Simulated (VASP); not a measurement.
# Si (P6/mmm) in VASP: further runs

One crystal, Si, is run at these levels: r2SCANh, HSE03; tasks: band structure.

Program: VASP 6.6.1. These are calculated values, not measurements. Logs are shortened: lines on timing, memory, paths and dates and some standing lists are left out, and cuts for length are marked.

**1. Starting point**

It takes space group P6/mmm (No. 191, hexagonal). Conventional cell: a = 4.121 Å, b = 4.121 Å, c = 2.655 Å, α = 90.00°, β = 90.00°, γ = 120.00°. Si (site symmetry -6m2) has 5 Si at 2.38 to 2.65 Å as nearest neighbours.

The cell was built by a generator and needn't be a form met in nature.

**2. Band structure, r2SCANh**

Input file POSCAR:

```
Si
1.0
    4.1209500000      0.0000000000      0.0000000000
   -2.0604700000      3.5688500000      0.0000000000
    0.0000000000      0.0000000000      2.6547900000
Si
2
Direct
    0.3333300000      0.6666700000      0.5000000000
    0.6666700000      0.3333300000      0.5000000000
```

Input file INCAR.step1:

```
SYSTEM = Si
  ALGO = Normal
  EDIFF = 1E-5
  ENCUT = 520
  GGA = PE
  ISIF = 2
  ISMEAR = -1
  LASPH = .True.
  LCHARG = .False.
  LREAL = .False.
  LWAVE = .True.
  NBANDS = 11
  NELM = 80
  PREC = Accurate
  SIGMA = 0.05
```

Input file INCAR.step2:

```
SYSTEM = Si
  AEXX = 0.1
  ALGO = Normal
  EDIFF = 1E-7
  ENCUT = 520
  HFRCUT = -1
  ISIF = 2
  ISMEAR = -1
  ISTART = 1
  LASPH = .True.
  LCHARG = .False.
  LHFCALC = .True.
  LMIXTAU = .True.
  LREAL = .False.
  LWAVE = .False.
  METAGGA = R2SCAN
  NBANDS = 11
  NELM = 80
  PREC = Accurate
  PRECFOCK = Fast
  SIGMA = 0.05
```

Input file KPOINTS:

```
k-points
0
Gamma
  4 4 5
  0 0 0
```

Input file KPOINTS_OPT:

```
path GMKGALHA,LM,KH
10
line-mode
reciprocal
 0.0000000000  0.0000000000  0.0000000000  G
 0.5000000000  0.0000000000  0.0000000000  M

 0.5000000000  0.0000000000  0.0000000000  M
 0.3333333333  0.3333333333  0.0000000000  K

 0.3333333333  0.3333333333  0.0000000000  K
 0.0000000000  0.0000000000  0.0000000000  G

 0.0000000000  0.0000000000  0.0000000000  G
 0.0000000000  0.0000000000  0.5000000000  A

 0.0000000000  0.0000000000  0.5000000000  A
 0.5000000000  0.0000000000  0.5000000000  L

 0.5000000000  0.0000000000  0.5000000000  L
 0.3333333333  0.3333333333  0.5000000000  H

 0.3333333333  0.3333333333  0.5000000000  H
 0.0000000000  0.0000000000  0.5000000000  A

 0.5000000000  0.0000000000  0.5000000000  L
 0.5000000000  0.0000000000  0.0000000000  M

 0.3333333333  0.3333333333  0.0000000000  K
 0.3333333333  0.3333333333  0.5000000000  H
```

Potentials or basis: VASP PAW PBE potentials, release 64 (Si).

Command:

```console
$ cat potpaw_PBE.64/Si/POTCAR > POTCAR
$ cp INCAR.step1 INCAR
$ mpirun -np 1 vasp_std > vasp.out
$ cp INCAR.step2 INCAR
$ mpirun -np 1 vasp_std > vasp.out
```

OUTCAR:

```text
SYSTEM = Si
   AEXX = 0.1
   EDIFF = 1E-7
   ENCUT = 520
   ISIF = 2
   ISMEAR = -1
   ISTART = 1
   LASPH = .True.
   LHFCALC = .True.
   LREAL = .False.
   METAGGA = R2SCAN
   NELM = 80
   PREC = Accurate
   PRECFOCK = Fast

 ion  position               nearest neighbor table
   1  0.333  0.667  0.500-   2 2.38   2 2.38   2 2.38
   2  0.667  0.333  0.500-   1 2.38   1 2.38   1 2.38

  LATTYP: Found a hexagonal cell.
 ALAT       =     4.1209500000
 C/A-ratio  =     0.6442179595

  Lattice vectors:

 A1 = (   4.1209500000,   0.0000000000,   0.0000000000)
 A2 = (  -2.0604700000,   3.5688500000,   0.0000000000)
 A3 = (   0.0000000000,   0.0000000000,   2.6547900000)

Analysis of symmetry for initial positions (statically):
=====================================================================
 Subroutine PRICEL returns:
 Original cell was already a primitive cell.

 Routine SETGRP: Setting up the symmetry group for a
 hexagonal supercell.

 Subroutine GETGRP returns: Found  8 space group operations
 (whereof  8 operations were pure point group operations)
 out of a pool of 24 trial point group operations.

The static configuration has the point symmetry D_2h.

Analysis of symmetry for dynamics (positions and initial velocities):
=====================================================================
 Subroutine PRICEL returns:
 Original cell was already a primitive cell.

 Routine SETGRP: Setting up the symmetry group for a
 hexagonal supercell.

 Subroutine GETGRP returns: Found  8 space group operations
 (whereof  8 operations were pure point group operations)
 out of a pool of 24 trial point group operations.

The dynamic configuration has the point symmetry D_2h.

 Subroutine INISYM returns: Found  8 space group operations
 (whereof  8 operations are pure point group operations),
 and found     1 'primitive' translations

----------------------------------------------------------------------------------------

                                     Primitive cell

  volume of cell :      39.0441

  direct lattice vectors                    reciprocal lattice vectors
     4.120950000  0.000000000  0.000000000     0.242662493  0.140100813  0.000000000
    -2.060470000  3.568850000  0.000000000     0.000000000  0.280202306  0.000000000
     0.000000000  0.000000000  2.654790000     0.000000000  0.000000000  0.376677628

  length of vectors
     4.120950000  4.120949762  2.654790000     0.280202290  0.280202306  0.376677628

  position of ions in fractional coordinates (direct lattice)
     0.333330000  0.666670000  0.500000000
     0.666670000  0.333330000  0.500000000

  ion indices of the primitive-cell ions
   primitive index   ion index
                 1           1
                 2           2

----------------------------------------------------------------------------------------

 KPOINTS: k-points

Automatic generation of k-mesh.
 Grid dimensions read from file:
 generate k-points for:    4    4    5

 Generating k-lattice:

  Cartesian coordinates                     Fractional coordinates (reciprocal lattice)
     0.060665623  0.035025203  0.000000000     0.250000000  0.000000000  0.000000000
     0.000000000  0.070050577  0.000000000     0.000000000  0.250000000  0.000000000
     0.000000000  0.000000000  0.075335526     0.000000000  0.000000000  0.200000000

  Length of vectors
     0.070050572  0.070050577  0.075335526

  Shift w.r.t. Gamma in fractional coordinates (k-lattice)
     0.000000000  0.000000000  0.000000000

 Subroutine IBZKPT returns following result:
 ===========================================

 Found     21 irreducible k-points:

 Following reciprocal coordinates:
            Coordinates               Weight
  0.000000  0.000000  0.000000      1.000000
  0.250000  0.000000  0.000000      4.000000
 -0.250000  0.250000  0.000000      2.000000
  0.500000  0.000000  0.000000      2.000000
  0.500000  0.500000  0.000000      1.000000
  0.250000  0.250000  0.000000      2.000000
[... 13 lines left out ...]
  0.250000  0.250000  0.400000      4.000000
 -0.250000  0.500000  0.400000      8.000000
   k-points           NKPTS =     21   k-points in BZ     NKDIM =     80   number of bands    NBANDS=     11
   number of dos      NEDOS =    301   number of ions     NIONS =      2
   total plane-waves  NPLWV =  20480
   dimension x,y,z NGX =    32 NGY =   32 NGZ =   20
   dimension x,y,z NGXF=    64 NGYF=   64 NGZF=   40
   ions per type =               2
   NGX,Y,Z   is equivalent  to a cutoff of  12.91, 12.91, 12.52 a.u.
   NGXF,Y,Z  is equivalent  to a cutoff of  25.82, 25.82, 25.05 a.u.
 SYSTEM =  Si
   PREC   = accura    normal or accurate (medium, high low for compatibility)
   ISTART =      1    job   : 0-new  1-cont  2-samecut
   ICHARG =      0    charge: 1-file 2-atom 10-const
   ISPIN  =      1    spin polarized calculation?
   LNONCOLLINEAR =      F non collinear calculations
   LSORBIT =      F    spin-orbit coupling
   LASPH  =      T    aspherical Exc in radial PAW
   ENCUT  =  520.0 eV  38.22 Ry    6.18 a.u.   7.66  7.66  4.94*2*pi/ulx,y,z
   NELM   =     80;   NELMIN=  2; NELMDL=  0     # of ELM steps
   EDIFF  = 0.1E-06   stopping-criterion for ELM
   LREAL  =      F    real-space projection
   EDIFFG = 0.1E-05   stopping-criterion for IOM
   NSW    =      0    number of steps for IOM
   IBRION =     -1    ionic relax: 0-MD 1-quasi-New 2-CG
   NFREE  =      0    steps in history (QN), initial steepest desc. (CG)
   ISIF   =      2    stress and relaxation
   ISYM   =      3    0-nonsym 1-usesym 2-fastsym
   POTIM  = 0.5000    time-step for ionic-motion
   TEBEG  =    0.0;   TEEND  =   0.0 temperature during run
   PSTRESS=    0.0 pullay stress
   NELECT =       8.0000    total number of electrons
   NUPDOWN=      -1.0000    fix difference up-down
   EMIN   =  10.00;   EMAX   =-10.00  energy-range for DOS
   EFERMI =   0.00;   METHOD = LEGACY
   ISMEAR =    -1;   SIGMA  =   0.05  broadening in eV -4-tet -1-fermi 0-gaus
   EFERMI_NEDOS =   21; number of points for ismear=-14 and -15
   IALGO  =     38    algorithm
   IMIX   =      1    mixing-type and parameters
     AMIX     =   0.40;   BMIX     =  1.00
     AMIX_MAG =   1.60;   BMIX_MAG =  1.00
  volume/ion in A,a.u.               =      19.52       131.74
  Fermi-wavevector in a.u.,A,eV,Ry     =   0.965131  1.823833 12.673523  0.931478
  Thomas-Fermi vector in A             =   2.094821
   LORBIT       =      0    0 simple, 1 ext, 2 COOP (PROOUT), +10 PAW based schemes
   METAGGA = R2SCAN    functional components
   LHFCALC =     T    Hartree Fock is set to
   PRECFOCK=fast      Normal, Fast or Accurate (Low or Medium for compatibility)
   ENCUT4O =  -1.0   cutoff for four orbital integrals eV
   NKREDX  =     1    reduce k-point grid by
   NKREDY  =     1    reduce k-point grid by
   NKREDZ  =     1    reduce k-point grid by
   AEXX    =    0.1000 exact exchange contribution
   HFSCREEN=    0.0000 screening length (either q_TF or 0.3 A-1)
   HFSCREENC=   0.0000 screening length for correlation (either q_TF or 0.3 A-1)
   ENCUTFOCK=  -1.0 apply spherical cutoff to Coloumb kernel
   IVDW    =     0    specifies the selected vdW correction
   LEPSILON=     F    determine dielectric tensor
   LRPA    =     F    only Hartree local field effects (RPA)
 non-spin polarized calculation
  energy-cutoff  :      520.00
  volume of cell :       39.04
 maximum number of plane-waves:      1084
 NGX is ok and might be reduce to    32
  NGX = 18; NGY = 18; NGZ = 12

 number of electron       8.0000000 magnetization

 Free energy of the ion-electron system (eV)
  ---------------------------------------------------
  ext. energy  EPLUGINS =         0.00000000
  ---------------------------------------------------
  free energy    TOTEN  =       -17.06841990 eV

  energy without entropy =      -17.06788304  energy(sigma->0) =      -17.06815147

 E-fermi :   6.1396     XC(G=0):  -9.2297

 val. band max:        5.8413770127   @ k =   0.2500   0.0000   0.2000
 cond. band min:       6.4385778734   @ k =   0.2500   0.0000   0.4000
 fundamental gap:      0.5972008607
 Fermi energy:         6.1396042988

 k-point     1 :       0.0000    0.0000    0.0000
  band No.  band energies     occupation
      1      -7.6757      2.00000
      2       2.6718      2.00000
      3       2.6722      2.00000
      4       3.0262      2.00000
      5       7.6911      0.00000
      6       7.6915      0.00000
      7      12.3358      0.00000
      8      13.2931      0.00000
      9      15.8597      0.00000
     10      20.5528      0.00000
     11      23.2623      0.00000

 k-point     2 :       0.2500    0.0000    0.0000
  band No.  band energies     occupation
      1      -6.9798      2.00000
      2      -1.2295      2.00000
      3       1.9135      2.00000
      4       5.1216      2.00000
      5       8.9243      0.00000
      6       9.8957      0.00000
      7      13.8189      0.00000
      8      14.7879      0.00000
      9      16.6460      0.00000
     10      18.4309      0.00000
     11      20.7730      0.00000

 k-point     3 :      -0.2500    0.2500    0.0000
  band No.  band energies     occupation
      1      -6.9799      2.00000
      2      -1.2293      2.00000
      3       1.9133      2.00000
      4       5.1214      2.00000
      5       8.9243      0.00000
      6       9.8958      0.00000
      7      13.8189      0.00000
      8      14.7879      0.00000
      9      16.6460      0.00000
     10      18.4311      0.00000
     11      20.7732      0.00000

 k-point     4 :       0.5000    0.0000    0.0000
  band No.  band energies     occupation
      1      -5.6670      2.00000
      2      -3.8065      2.00000
      3       1.3896      2.00000
      4       4.6571      2.00000
      5      13.0069      0.00000
      6      13.9290      0.00000
      7      14.1327      0.00000
      8      14.8487      0.00000
      9      15.1401      0.00000
     10      16.5184      0.00000
     11      18.7598      0.00000
[... 197 lines left out ...]
 k-point    19 :       0.5000    0.5000    0.4000
  band No.  band energies     occupation
      1      -2.3307      2.00000
      2      -0.5521      2.00000
      3       2.6400      2.00000
      4       3.9792      2.00000
      5       4.3393      2.00000
      6       8.6239      0.00000
      7      11.4615      0.00000
      8      13.2405      0.00000
      9      16.6278      0.00000
     10      17.4928      0.00000
     11      17.5208      0.00000

 k-point    20 :       0.2500    0.2500    0.4000
  band No.  band energies     occupation
      1      -2.4324      2.00000
      2      -0.1302      2.00000
      3       2.5149      2.00000
      4       3.0696      2.00000
      5       4.6572      2.00000
      6      10.0933      0.00000
      7      11.7798      0.00000
      8      11.8852      0.00000
      9      16.2487      0.00000
     10      16.8251      0.00000
     11      17.7769      0.00000

 k-point    21 :      -0.2500    0.5000    0.4000
  band No.  band energies     occupation
      1      -2.4325      2.00000
      2      -0.1300      2.00000
      3       2.5148      2.00000
      4       3.0694      2.00000
      5       4.6574      2.00000
      6      10.0932      0.00000
      7      11.7799      0.00000
      8      11.8849      0.00000
      9      16.2488      0.00000
     10      16.8252      0.00000
     11      17.7767      0.00000

------------------------ aborting loop because EDIFF is reached ----------------------------------------

  FORCE on cell =-STRESS in cart. coord.  units (eV):
  Direction    XX          YY          ZZ          XY          YZ          ZX
  --------------------------------------------------------------------------------------
  -------------------------------------------------------------------------------------
  Total        0.3145888      0.3149973     -2.7074192      0.0003538      0.0000000      0.0000000
  in kB       12.9091615     12.9259256   -111.0990309      0.0145199      0.0000000      0.0000000
  external PRESSURE =     -28.4213146 kB  Pullay stress =       0.0000000 kB

 VOLUME and BASIS-vectors are now :
 -----------------------------------------------------------------------------
  energy-cutoff  :      520.00
  volume of cell :       39.04
      direct lattice vectors                 reciprocal lattice vectors
     4.120950000  0.000000000  0.000000000     0.242662493  0.140100813  0.000000000
    -2.060470000  3.568850000  0.000000000     0.000000000  0.280202306  0.000000000
     0.000000000  0.000000000  2.654790000     0.000000000  0.000000000  0.376677628

 POSITION                                       TOTAL-FORCE (eV/Angst)
 -----------------------------------------------------------------------------------
     -0.00002      2.37925      1.32740         0.000546     -0.000315      0.000000
      2.06050      1.18960      1.32740        -0.000546      0.000315      0.000000
 -----------------------------------------------------------------------------------
    total drift:                               -0.000000      0.000000      0.000000

  FREE ENERGIE OF THE ION-ELECTRON SYSTEM (eV)
  ---------------------------------------------------
  free  energy   TOTEN  =       -17.0684199011 eV

  energy  without entropy=      -17.0678830401  energy(sigma->0) =      -17.06815147
```

Run time: 5.1 min. Hardware: 1 thread of AMD EPYC 9R45 (Zen 5), shared host; peak memory 0.18 GiB.

Results:

```
Free energy             : -17.0684 eV
Pressure                : -2.8 GPa
Band gap along the path : none (metal or under the smearing width)
```

Levels at the corners of the path, in eV from the Fermi level:
| point | band 1 | band 2 | band 3 | band 4 | band 5 | band 6 | band 7 | band 8 |
| --- | --- | --- | --- | --- | --- | --- | --- | --- |
| Γ | -13.82 | -3.47 | -3.47 | -3.11 | 1.55 | 1.55 | 6.20 | 7.15 |
| M | -11.81 | -9.95 | -4.75 | -1.48 | 6.87 | 7.79 | 7.99 | 8.71 |
| M | -11.81 | -9.95 | -4.75 | -1.48 | 6.87 | 7.79 | 7.99 | 8.71 |
| K | -10.78 | -10.78 | -6.30 | 3.50 | 3.50 | 4.54 | 9.54 | 9.54 |
| K | -10.78 | -10.78 | -6.30 | 3.50 | 3.50 | 4.54 | 9.54 | 9.54 |
| Γ | -13.82 | -3.47 | -3.47 | -3.11 | 1.55 | 1.55 | 6.20 | 7.15 |
| Γ | -13.82 | -3.47 | -3.47 | -3.11 | 1.55 | 1.55 | 6.20 | 7.15 |
| A | -9.45 | -6.79 | -0.47 | -0.47 | 1.46 | 3.94 | 4.87 | 4.87 |
| A | -9.45 | -6.79 | -0.47 | -0.47 | 1.46 | 3.94 | 4.87 | 4.87 |
| L | -7.41 | -5.70 | -4.98 | -3.11 | -1.62 | 3.44 | 4.37 | 5.72 |
| L | -7.41 | -5.70 | -4.98 | -3.11 | -1.62 | 3.44 | 4.37 | 5.72 |
| H | -6.44 | -6.44 | -4.08 | -4.08 | -2.93 | 2.50 | 7.78 | 7.94 |
| H | -6.44 | -6.44 | -4.08 | -4.08 | -2.93 | 2.50 | 7.78 | 7.94 |
| A | -9.45 | -6.79 | -0.47 | -0.47 | 1.46 | 3.94 | 4.87 | 4.87 |
| L | -7.41 | -5.70 | -4.98 | -3.11 | -1.62 | 3.44 | 4.37 | 5.72 |
| M | -11.81 | -9.95 | -4.75 | -1.48 | 6.87 | 7.79 | 7.99 | 8.71 |
| K | -10.78 | -10.78 | -6.30 | 3.50 | 3.50 | 4.54 | 9.54 | 9.54 |
| H | -6.44 | -6.44 | -4.08 | -4.08 | -2.93 | 2.50 | 7.78 | 7.94 |

Caveat: the k mesh is coarse (spacing up to 0.47 Å⁻¹), so the values aren't converged, least of all with exact exchange; the PAW data sets were made with another functional, which shifts forces and pressure a little.

[end of part 1 of 2]
